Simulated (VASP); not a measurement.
# BeTe (F-43m) in VASP: a series of runs, part 2 of 2

VASP 6.6.1. Earlier steps stand in the parts before.

## Step 3: Relaxation of cell and atoms, PBE

This run uses another cell than the first one, of 22.76 Å³/atom, 1.071 times its volume.

INCAR

```
PREC = Accurate ; ENCUT = 520
EDIFF = 1E-7 ; ISMEAR = 0
SIGMA = 0.02 ; LREAL = F
LASPH = T ; NELM = 100
ALGO = Normal ; ISIF = 3
LWAVE = F ; LCHARG = F
GGA = PE ; IBRION = 2
NSW = 80 ; EDIFFG = -0.002
```

KPOINTS

```
regular mesh
0
Gamma
  14 14 14
```

POSCAR

```
BeTe                                    
1.0
   -0.0000000000      2.8338806687      2.8338806687
    2.8338806687     -0.0000000000      2.8338806687
    2.8338806687      2.8338806687     -0.0000000000
  Be              Te            
     1     1
Direct
     0.0000000000000000    0.0000000000000000    0.0000000000000000
     0.2500000000000000    0.2500000000000000    0.2500000000000000
```

Potentials or basis: VASP PAW PBE potentials, release 64 (Be, Te).

Command:

```sh
> cat potpaw_PBE.64/Be/POTCAR potpaw_PBE.64/Te/POTCAR > POTCAR
> mpirun -np 1 vasp_std > vasp.out
```

OUTCAR:

```text
PREC = Accurate
   ENCUT = 520
   EDIFF = 1E-7
   ISMEAR = 0
   LREAL = F
   LASPH = T
   NELM = 100
   ISIF = 3
   GGA = PE
   IBRION = 2
   NSW = 80
   EDIFFG = -0.002

 ion  position               nearest neighbor table
   1  0.000  0.000  0.000-   2 2.45   2 2.45   2 2.45   2 2.45
   2  0.250  0.250  0.250-   1 2.45   1 2.45   1 2.45   1 2.45

  LATTYP: Found a face centered cubic cell.
 ALAT       =     5.6677613374

  Lattice vectors:

 A1 = (   0.0000000000,   2.8338806687,   2.8338806687)
 A2 = (   2.8338806687,   0.0000000000,   2.8338806687)
 A3 = (   2.8338806687,   2.8338806687,   0.0000000000)

Analysis of symmetry for initial positions (statically):
=====================================================================
 Subroutine PRICEL returns:
 Original cell was already a primitive cell.

 Routine SETGRP: Setting up the symmetry group for a
 face centered cubic supercell.

 Subroutine GETGRP returns: Found 24 space group operations
 (whereof 24 operations were pure point group operations)
 out of a pool of 48 trial point group operations.

The static configuration has the point symmetry T_d .

Analysis of symmetry for dynamics (positions and initial velocities):
=====================================================================
 Subroutine PRICEL returns:
 Original cell was already a primitive cell.

 Routine SETGRP: Setting up the symmetry group for a
 face centered cubic supercell.

 Subroutine GETGRP returns: Found 24 space group operations
 (whereof 24 operations were pure point group operations)
 out of a pool of 48 trial point group operations.

The dynamic configuration has the point symmetry T_d .

 Subroutine INISYM returns: Found 24 space group operations
 (whereof 24 operations are pure point group operations),
 and found     1 'primitive' translations

----------------------------------------------------------------------------------------

                                     Primitive cell

  volume of cell :      45.5171

  direct lattice vectors                    reciprocal lattice vectors
     0.000000000  2.833880669  2.833880669    -0.176436505  0.176436505  0.176436505
     2.833880669  0.000000000  2.833880669     0.176436505 -0.176436505  0.176436505
     2.833880669  2.833880669  0.000000000     0.176436505  0.176436505 -0.176436505

  length of vectors
     4.007712476  4.007712476  4.007712476     0.305596990  0.305596990  0.305596990

  position of ions in fractional coordinates (direct lattice)
     0.000000000  0.000000000  0.000000000
     0.250000000  0.250000000  0.250000000

  ion indices of the primitive-cell ions
   primitive index   ion index
                 1           1
                 2           2

[... 107 lines left out ...]
 maximum number of plane-waves:      1243
 NGX is ok and might be reduce to    30
   NGX = 15   NGY = 15   NGZ = 15

--------------------------------------- Ionic step        1  -------------------------------------------

 number of electron       8.0000001 magnetization

 Free energy of the ion-electron system (eV)
  ---------------------------------------------------
  ext. energy  EPLUGINS =         0.00000000
  ---------------------------------------------------
  free energy    TOTEN  =        -7.62515293 eV

  energy without entropy =       -7.62515293  energy(sigma->0) =       -7.62515293

------------------------ aborting loop because EDIFF is reached ----------------------------------------

  FORCE on cell =-STRESS in cart. coord.  units (eV):
  Direction    XX          YY          ZZ          XY          YZ          ZX
  --------------------------------------------------------------------------------------
  -------------------------------------------------------------------------------------
  Total        0.0042389      0.0042389      0.0042389      0.0000000      0.0000000     -0.0000000
  in kB        0.1492075      0.1492075      0.1492075      0.0000000      0.0000000     -0.0000000
  external PRESSURE =       0.1492075 kB  Pullay stress =       0.0000000 kB

 VOLUME and BASIS-vectors are now :
 -----------------------------------------------------------------------------
  energy-cutoff  :      520.00
  volume of cell :       45.52
      direct lattice vectors                 reciprocal lattice vectors
     0.000000000  2.833880669  2.833880669    -0.176436505  0.176436505  0.176436505
     2.833880669  0.000000000  2.833880669     0.176436505 -0.176436505  0.176436505
     2.833880669  2.833880669  0.000000000     0.176436505  0.176436505 -0.176436505

 POSITION                                       TOTAL-FORCE (eV/Angst)
 -----------------------------------------------------------------------------------
      0.00000      0.00000      0.00000         0.000000      0.000000     -0.000000
      1.41694      1.41694      1.41694        -0.000000     -0.000000      0.000000
 -----------------------------------------------------------------------------------
    total drift:                                0.000000      0.000000      0.000000

  FREE ENERGIE OF THE ION-ELECTRON SYSTEM (eV)
  ---------------------------------------------------
  free  energy   TOTEN  =        -7.6251529253 eV

  energy  without entropy=       -7.6251529253  energy(sigma->0) =       -7.62515293

--------------------------------------- Ionic step        2  -------------------------------------------

 number of electron       8.0000001 magnetization

 Free energy of the ion-electron system (eV)
  ---------------------------------------------------
  ext. energy  EPLUGINS =         0.00000000
  ---------------------------------------------------
  free energy    TOTEN  =        -7.62515327 eV

  energy without entropy =       -7.62515327  energy(sigma->0) =       -7.62515327

 E-fermi :   5.0283     XC(G=0):  -8.9797

 val. band max:        4.8817982093   @ k =   0.0000   0.0000   0.0000
 cond. band min:       6.9023500416   @ k =   0.5000   0.5000   0.0000
 fundamental gap:      2.0205518323
 Fermi energy:         5.0282687201

 k-point     1 :       0.0000    0.0000    0.0000
  band No.  band energies     occupation
      1      -7.2896      2.00000
      2       4.8818      2.00000
      3       4.8818      2.00000
      4       4.8818      2.00000
      5       8.5074      0.00000
      6       8.5074      0.00000
      7       8.5074      0.00000
      8       8.5631      0.00000
[... 243 lines left out ...]
 k-point    24 :       0.2857    0.1429    0.0000
  band No.  band energies     occupation
      1      -6.6448      2.00000
      2       1.7729      2.00000
      3       3.5885      2.00000
      4       3.6768      2.00000
      5       8.1999      0.00000
      6       9.5460      0.00000
      7      10.4543      0.00000
      8      10.6315      0.00000

 [... further k-points ...]

------------------------ aborting loop because EDIFF is reached ----------------------------------------

  FORCE on cell =-STRESS in cart. coord.  units (eV):
  Direction    XX          YY          ZZ          XY          YZ          ZX
  --------------------------------------------------------------------------------------
  -------------------------------------------------------------------------------------
  Total       -0.0002593     -0.0002593     -0.0002593     -0.0000000      0.0000000     -0.0000000
  in kB       -0.0091259     -0.0091259     -0.0091259     -0.0000000      0.0000000     -0.0000000
  external PRESSURE =      -0.0091259 kB  Pullay stress =       0.0000000 kB

 VOLUME and BASIS-vectors are now :
 -----------------------------------------------------------------------------
  energy-cutoff  :      520.00
  volume of cell :       45.53
      direct lattice vectors                 reciprocal lattice vectors
    -0.000000000  2.834170428  2.834170428    -0.176418466  0.176418466  0.176418466
     2.834170428  0.000000000  2.834170428     0.176418466 -0.176418466  0.176418466
     2.834170428  2.834170428 -0.000000000     0.176418466  0.176418466 -0.176418466

 POSITION                                       TOTAL-FORCE (eV/Angst)
 -----------------------------------------------------------------------------------
      2.83417      0.00000      2.83417         0.000000      0.000000      0.000000
      1.41709      1.41709      1.41709        -0.000000     -0.000000     -0.000000
 -----------------------------------------------------------------------------------
    total drift:                                0.000000      0.000000      0.000000

  FREE ENERGIE OF THE ION-ELECTRON SYSTEM (eV)
  ---------------------------------------------------
  free  energy   TOTEN  =        -7.6251532744 eV

  energy  without entropy=       -7.6251532744  energy(sigma->0) =       -7.62515327

 reached required accuracy - stopping structural energy minimisation
```

OSZICAR:

```text
N       E                     dE             d eps       ncg     rms          rms(c)
DAV:   1     0.196766545887E+02    0.19677E+02   -0.33697E+03  1664   0.804E+02
DAV:   2    -0.707357807579E+01   -0.26750E+02   -0.26232E+02  2400   0.972E+01
DAV:   3    -0.773909880214E+01   -0.66552E+00   -0.66552E+00  2080   0.207E+01
DAV:   4    -0.774416720353E+01   -0.50684E-02   -0.50684E-02  2536   0.199E+00
DAV:   5    -0.774418321084E+01   -0.16007E-04   -0.16007E-04  2280   0.848E-02    0.401E+00
DAV:   6    -0.765219101464E+01    0.91992E-01   -0.12641E-01  1872   0.180E+00    0.242E+00
DAV:   7    -0.762423727512E+01    0.27954E-01   -0.10751E-01  2224   0.177E+00    0.447E-01
DAV:   8    -0.762485128296E+01   -0.61401E-03   -0.55143E-03  1864   0.525E-01    0.769E-02
DAV:   9    -0.762511171687E+01   -0.26043E-03   -0.34737E-04  2136   0.143E-01    0.221E-02
DAV:  10    -0.762514587259E+01   -0.34156E-04   -0.49301E-05  1936   0.428E-02    0.182E-02
DAV:  11    -0.762515095005E+01   -0.50775E-05   -0.42305E-06  2192   0.149E-02    0.763E-03
DAV:  12    -0.762515289865E+01   -0.19486E-05   -0.40458E-06  1848   0.148E-02    0.250E-03
DAV:  13    -0.762515292527E+01   -0.26618E-07   -0.15130E-08  2152   0.102E-03
   1 F= -.76251529E+01 E0= -.76251529E+01  d E =-.762515E+01
       N       E                     dE             d eps       ncg     rms          rms(c)
DAV:   1    -0.762515543789E+01   -0.25392E-05   -0.38933E-05  1816   0.325E-02    0.654E-03
DAV:   2    -0.762515389732E+01    0.15406E-05   -0.34131E-06  1704   0.104E-02    0.326E-03
DAV:   3    -0.762515334197E+01    0.55535E-06   -0.15221E-06  1904   0.618E-03    0.167E-03
DAV:   4    -0.762515327442E+01    0.67553E-07   -0.31415E-08   840   0.140E-03
   2 F= -.76251533E+01 E0= -.76251533E+01  d E =-.349144E-06
```

Run time: 26 s. Hardware: 1 thread of Intel Xeon 6975P-C (Granite Rapids), shared host; peak memory 0.19 GiB.

What came out:

```
Free energy                            : -7.6252 eV
Relaxed volume                         : 22.77 Å³/atom
Relaxed cell                           : a = 4.008 Å, b = 4.008 Å, c = 4.008 Å, α = 60.00°, β = 60.00°, γ = 60.00°
Space group after relaxing (to 0.05 Å) : F-43m (No. 216)
Energy gained by relaxing              : 0.0 meV/atom
Ionic steps                            : 2
Pressure after relaxing                : 0.0 GPa
Band gap on the k mesh                 : 2.02 eV, indirect (least direct gap 3.63 eV)
```

Final structure:
```
Be Te
1.0
     0.00000    2.83417    2.83417
     2.83417    0.00000    2.83417
     2.83417    2.83417    0.00000
Be Te
1 1
Direct
  0.00000 0.00000 0.00000
  0.25000 0.25000 0.25000
```

Caveat: spin-orbit coupling is left out, which moves the levels of the heavy elements.
